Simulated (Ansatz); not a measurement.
The following input was run with Ansatz 0.2.0.

```yaml
crystal:
  lattice:
    - [3.1361308402, 0.0, 0.0]
    - [-1.5680654201, 2.7159689772, 0.0]
    - [0.0, 0.0, 5.1467111322]
  atoms:
    - { symbol: Si, position: [0.3333333333, 0.6666666667, 0.0045849533] }
    - { symbol: Si, position: [0.6666666667, 0.3333333333, 0.5045849533] }
    - { symbol: C, position: [0.3333333333, 0.6666666667, 0.3804150467] }
    - { symbol: C, position: [0.6666666667, 0.3333333333, 0.8804150467] }
basis:
  ecutwfc: 420
kpoints:
  mp_grid: { grid: [12, 12, 6] }
hamiltonian:
  xc: pbesol
scf:
  occupations: { method: gaussian, width: 0.02 }
output:
  forces: true
  stress: true
  eigenvalues: true
  write_density: true
  write_potential: true
  elf: true
  volumetric_format: npy
relax:
  adjacent_minimum: "off"
  f_tol: 0.01
  max_steps: 30
  cell: { stress_tol: 0.1, fix: [volume] }
```

Launched with
```bash
ansatz run input.yaml --threads 1 --pin off --max-ram 2560MiB --backend cpu --events-out ev --progress --plain --runs-dir out
```

Theory: DFT PBEsol, scalar-relativistic, plane waves, PAW in Ansatz 0.2.0.

From the run's log, abridged (final results; tables in files aren't shown):

```
SCF 3 converged in 4 iterations: F = -1737.310942 eV  dr2 = 6.05e-11
SCF converged after 4 iterations
Free energy (F): -1737.310942 eV
Harris-Foulkes:  -1737.310942 eV  (|F-HF|=4.48e-11)
Internal energy: -1737.310942 eV  (E = F + TS)
E sigma→0 (E₀):  -1737.310942 eV
Fermi energy:    9.958796 eV
--- Per-component energies (eV) ---
  E_band       = 47.219054
  E_kinetic    = 264.518185
  E_local      = -216.266586  (includes V_loc(G=0)·N_el)
  E_nonlocal   = 102.506365
  E_hartree    = 65.088324
  E_xc         = -207.211270
  E_vxc        = -215.696508  (∫ρ·V_xc dr)
  E_paw        = -1188.122758  (= ΣΔE_a)
  E_vpaw       = -18.019178  (= ΣTr[D̂ρ^β])
  E_aug_tail   = 0.000025  (compensation charges beyond the density's cutoff)
  E_ewald      = -557.928551
  E_core_change = 0.105322  (= ΣΔE_core)
  E_smearing   =  0.000000  (= −TS)
--- Forces (eV/Å), atoms counted from 1 ---
  atom   1  Si     0.00000000     0.00000000    -0.00954341
  atom   2  Si     0.00000000     0.00000000    -0.00954341
  atom   3  C      0.00000000     0.00000000     0.00954379
  atom   4  C      0.00000000     0.00000000     0.00954379
--- Stress (GPa, compression-positive) ---
      -11.557525       0.000000       0.000000
        0.000000     -11.557525       0.000000
        0.000000       0.000000     -11.519517
  P = ⅓ Tr σ = -11.5449 GPa (-115.449 kbar)
--- Band table (eV; the first three rows and the last of 76) ---
  k-point 0: bands = ["-6.2812", "-2.8947", "0.4154", "7.5566", "7.5566", "8.7357", "8.8477", "8.8477", "13.1114", "14.3633", "15.1153", "15.1153"]
  k-point 1: bands = ["-6.1512", "-3.4008", "1.1349", "7.6307", "7.6307", "7.9957", "8.7461", "8.7461", "13.2349", "14.9082", "15.1710", "15.1710"]
  k-point 2: bands = ["-5.7651", "-4.3078", "2.6682", "6.3656", "7.8405", "7.8405", "8.4817", "8.4817", "13.5998", "14.9132", "15.3884", "15.3884"]
  k-point 75: bands = ["-1.7102", "-1.7102", "1.2440", "1.2440", "3.4293", "3.4293", "7.1358", "7.1358", "13.5513", "13.5513", "14.6371", "14.6371"]
--- Relaxed structure (2 steps of the walk, 2 accepted, 1 SCFs on fresh bases) ---
  F+E_penalty+E_count = -1737.31094218 eV   max|allowed force component| = 9.544e-3 eV/Å   (the final SCF, on the basis selected at the relaxed cell)
  cell:  # Å, volume = 43.8378 Å³
    - [3.13565023, 0.0, 0.0]
    - [-1.56782511, 2.71555275, 0.0]
    - [0.0, 0.0, 5.14828894]
  atoms:
    - { symbol: Si, position: [0.33333333, 0.66666666, 0.00460678] }
    - { symbol: Si, position: [0.66666666, 0.33333333, 0.50460678] }
    - { symbol: C, position: [0.33333333, 0.66666666, 0.38039321] }
    - { symbol: C, position: [0.66666666, 0.33333333, 0.88039321] }
```

The relaxation met its thresholds.

The run took 16 s on 1 thread of Arm Neoverse V1, on a shared host, peak memory 0.34 GiB.